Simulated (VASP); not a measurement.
Ti3Al:

```
Ti Al
1.0
     0.00000    3.23178    3.23178
     3.23178    0.00000    3.23178
     3.23178    3.23178    0.00000
Ti Al
3 1
Direct
  0.75000 0.75000 0.75000
  0.25000 0.25000 0.25000
  0.00000 0.00000 0.00000
  0.50000 0.50000 0.50000
```

The cell comes from a database or a generator and needn't be the stable form of this composition.

```yaml
Program: VASP 6.6.1
Task: relaxation of cell and atoms
Functional: PBEsol
Potentials_or_basis: VASP PAW PBE potentials, release 64 (Ti, Al)
Cutoff: 580 eV
k_mesh: 12 × 12 × 12
Occupations: gaussian, width 0.1 eV
Spin: no spin polarisation
```

At the start: pressure -5.7 GPa; volume 16.88 Å³/atom.

**Question.** Where does the relaxation end?

**Answer.** Over 3 steps the energy falls by 15.2 meV/atom and the volume is 16.05 Å³/atom (-4.9 %); space group Fm-3m (No. 225, to 0.05 Å).

The path:
```tsv
step	energy change (eV)	largest force (eV/Å)	pressure (GPa)	volume (Å³)
1	0.0000	0.0000	-5.68	67.51
2	-0.0247	0.0000	5.04	61.83
3	-0.0609	0.0000	-0.02	64.22
```

Final structure:
```
Ti Al
1.0
     0.00000    3.17840    3.17840
     3.17840    0.00000    3.17840
     3.17840    3.17840    0.00000
Ti Al
3 1
Direct
  0.75000 0.75000 0.75000
  0.25000 0.25000 0.25000
  0.00000 0.00000 0.00000
  0.50000 0.50000 0.50000
```

Caveat: the PAW data sets were made with another functional, which shifts forces and pressure a little.
